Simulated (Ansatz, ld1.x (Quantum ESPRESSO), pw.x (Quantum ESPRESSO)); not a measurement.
Rb (Z = 37): does the TM potential hold in the solid?

* Element: rubidium (Rb)
* Generator: ld1.x (Quantum ESPRESSO) 7.5
* Type: norm-conserving Troullier–Martins (Kleinman–Bylander form)
* Functional: PBE
* Relativity: scalar-relativistic
* Frozen core: [Kr]
* Valence charge: 1
* Reference configuration: 5s1 5p0
* Partial waves: 5s (bound): rc 4.20 bohr; 5p (bound, empty): rc 4.20 bohr; 4d channel at 0.15 Ry: rc 3.20 bohr
* Local potential: all-electron potential smoothed inside 2.50 bohr (lloc = -2)
* Core correction: none

Crystal test: fcc Rb in pw.x 7.5, no spin, 8³ k-points, Fermi–Dirac smearing 0.01 Ry, cutoffs 35/140 Ry. The reference is all-electron LAPW (Ansatz 0.2.0) with the same functional, mesh and smearing; V0 and B0 come from Birch–Murnaghan fits to the pressures at five volumes. Errors are pseudo minus all-electron; Δ is the rms difference of the E(V) curves that follow from these fits, minima aligned, over ±6 % about the mean V0. Mesh and smearing are coarse, so the numbers serve the comparison and aren't converged zero-temperature values; the lattice is a test structure that the element need not adopt.

All-electron: a0 = 7.166 Å (V0 = 91.99 Å³/atom), B0 = 2.7 GPa.

Problem. How far does the potential miss the all-electron equation of state?

Solution. mean pressure error (GPa): +0.09; a0 (Å): 7.255; a0 error (%): +1.24; B0 error (%): -14.8; Δ (meV/atom): 1.9. This is a poor potential for the solid. Atomic configuration tests: 1 of 2 tests not solved or not reliable. The logarithmic derivative shows an extra or strongly shifted pseudo pole above the reference energy (s near 0.04 Ry, p near 0.45 Ry).

```
V (Å³/atom)  P all-electron (GPa)  P pseudo (GPa)
     87.503                  0.15            0.23
     89.805                  0.07            0.15
     92.108                 -0.00            0.09
     94.411                 -0.07            0.03
     96.713                 -0.12           -0.03
```

Problem. At the middle volume, how do free energy and pressure move when the wave cutoff is lowered (ecutrho kept at four times it)?

Solution.

| cutoff (Ry) | shift of F (meV/atom) | shift of P (GPa) |
| --- | --- | --- |
| 16 | +0.1 | -0.00 |
| 21 | +0.0 | +0.00 |
| 28 | +0.0 | +0.00 |

Input at the middle volume:

```
&control
  calculation='scf', prefix='x', pseudo_dir='./', outdir='./tmp', tstress=.true., disk_io='low'
/
&system
  ibrav=0, nat=1, ntyp=1, ecutwfc=35, ecutrho=140, nbnd=7,
  occupations='smearing', smearing='fd', degauss=0.01
/
&electrons
  conv_thr=1e-09, mixing_beta=0.4, electron_maxstep=70
/
ATOMIC_SPECIES
Rb 1.0 Rb.UPF
CELL_PARAMETERS angstrom
  0.00000000 3.58444938 3.58444938
  3.58444938 0.00000000 3.58444938
  3.58444938 3.58444938 0.00000000
ATOMIC_POSITIONS crystal
Rb 0.0000 0.0000 0.0000
K_POINTS automatic
8 8 8 0 0 0
```

```bash
pw.x < Rb.scf.in > Rb.scf.out
```

Lines of the output:

```
Message from routine setup:
     using ibrav=0 with symmetry is DISCOURAGED, use correct ibrav instead
     lattice parameter (alat)  =       9.5794  a.u.
     unit-cell volume          =     621.5756 (a.u.)^3
     number of electrons       =         1.00
     number of Kohn-Sham states=            7
     kinetic-energy cutoff     =      35.0000  Ry
     charge density cutoff     =     140.0000  Ry
     scf convergence threshold =      1.0E-09
     Exchange-correlation= PBE
     number of k points=    29  Fermi-Dirac smearing, width (Ry)=  0.0100
     iteration #  1     ecut=    35.00 Ry     beta= 0.40
     c_bands:  1 eigenvalues not converged
     total energy              =      -0.35431152 Ry
     estimated scf accuracy    <       0.00032759 Ry
     iteration #  2     ecut=    35.00 Ry     beta= 0.40
     negative rho (up, down):  1.134E-05 0.000E+00
     total energy              =      -0.35449675 Ry
     estimated scf accuracy    <       0.00014069 Ry
     iteration #  3     ecut=    35.00 Ry     beta= 0.40
     negative rho (up, down):  2.806E-07 0.000E+00
     total energy              =      -0.35453281 Ry
     estimated scf accuracy    <       0.00000011 Ry
     iteration #  4     ecut=    35.00 Ry     beta= 0.40
     c_bands:  1 eigenvalues not converged
     total energy              =      -0.35453405 Ry
     estimated scf accuracy    <       0.00000004 Ry
     iteration #  5     ecut=    35.00 Ry     beta= 0.40
     total energy              =      -0.35453437 Ry
     estimated scf accuracy    <       0.00000004 Ry
     iteration #  6     ecut=    35.00 Ry     beta= 0.40
     the Fermi energy is    -0.3943 ev
!    total energy              =      -0.35453439 Ry
     estimated scf accuracy    <          5.2E-11 Ry
     smearing contrib. (-TS)   =      -0.00413843 Ry
     The total energy is F=E-TS. E is the sum of the following terms:
     one-electron contribution =       0.21797207 Ry
     hartree contribution      =       0.00149421 Ry
     xc contribution           =      -0.23142742 Ry
     ewald contribution        =      -0.33843482 Ry
     convergence has been achieved in   6 iterations
          total   stress  (Ry/bohr**3)                   (kbar)     P=        0.87
```

The run at the middle volume (29 k-points, 6 iterations) took about 6.4 s on one core of a shared host (Neoverse-V2, 96 threads, 742 GiB, load 63).
